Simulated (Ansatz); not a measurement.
Cells of relaxed bulk ZnAu (Pm-3m, 15.31 Å³/atom, gap on the mesh 0.00 eV) whose upper half is shifted onto another sublattice; atoms and the cell's height are relaxed. Energies are the mean of the cell's two boundaries over the bulk on a matched mesh.

Method: DFT PBEsol, scalar-relativistic, plane waves, PAW (Ansatz).

Settings: cutoff 420 eV, Γ-centred mesh 12×8×2 on the computed 16-atom cell, Gaussian smearing of 0.10 eV; no spin polarisation.

Start ((110), species swapped):

```xyz
16
Lattice="3.1282 0.0000 0.0000 0.0000 4.4239 0.0000 0.0000 0.0000 17.6957" Properties=species:S:1:pos:R:3 pbc="T T T"
Zn    1.5641    2.2120    4.4239
Zn    1.5641    0.0000    2.2120
Au    0.0000    0.0000    0.0000
Au    0.0000    2.2120    2.2120
Au    1.5641    2.2120    8.8479
Zn    1.5641    0.0000    6.6359
Au    0.0000    4.4239    4.4239
Au    0.0000    2.2120    6.6359
Au    1.5641    2.2120   13.2718
Au    1.5641    4.4239   11.0598
Zn    0.0000    4.4239    8.8479
Zn    0.0000    2.2120   11.0598
Zn    1.5641    2.2120    0.0000
Au    1.5641    4.4239   15.4837
Zn    0.0000    0.0000   13.2718
Zn    0.0000    2.2120   15.4837
```

Q: What does the relaxation give?

A: The free energy falls by 11 meV/atom.

| Property | Result |
| --- | --- |
| boundary energy (mJ/m²) | 223 |
| boundary energy on a denser mesh (mJ/m²) | 223 |
| excess width (Å) | 0.07 |
| gap on the mesh (eV) | 0 |
| denser mesh | 21×12×4 |

Relaxed structure:
```xyz
16
Lattice="3.1282 0.0000 0.0000 0.0000 4.4239 0.0000 0.0000 0.0000 17.8346" Properties=species:S:1:pos:R:3 pbc="T T T"
Zn    1.5641    2.2120    4.3988
Zn    1.5641    0.0000    2.2891
Au    0.0000    0.0000    0.0965
Au    0.0000    2.2120    2.1885
Au    1.5641    2.2120    9.0138
Zn    1.5641    0.0000    6.7199
Au    0.0000    4.4239    4.4994
Au    0.0000    2.2120    6.5914
Au    1.5641    2.2120   13.4167
Au    1.5641    4.4239   11.1058
Zn    0.0000    4.4239    8.8854
Zn    0.0000    2.2120   11.2064
Zn    1.5641    2.2120   -0.0319
Au    1.5641    4.4239   15.5087
Zn    0.0000    0.0000   13.3161
Zn    0.0000    2.2120   15.6371
```

Spin-orbit coupling is left out, which matters for the bands of heavy elements.

Small energy differences in metals hang on the k mesh (about 10 mJ/m² or 1 to 2 meV/atom on the mesh of the relaxation).

Time: 12 min on 2 threads of Arm Neoverse V1, on a shared host, peak memory 1.9 GiB.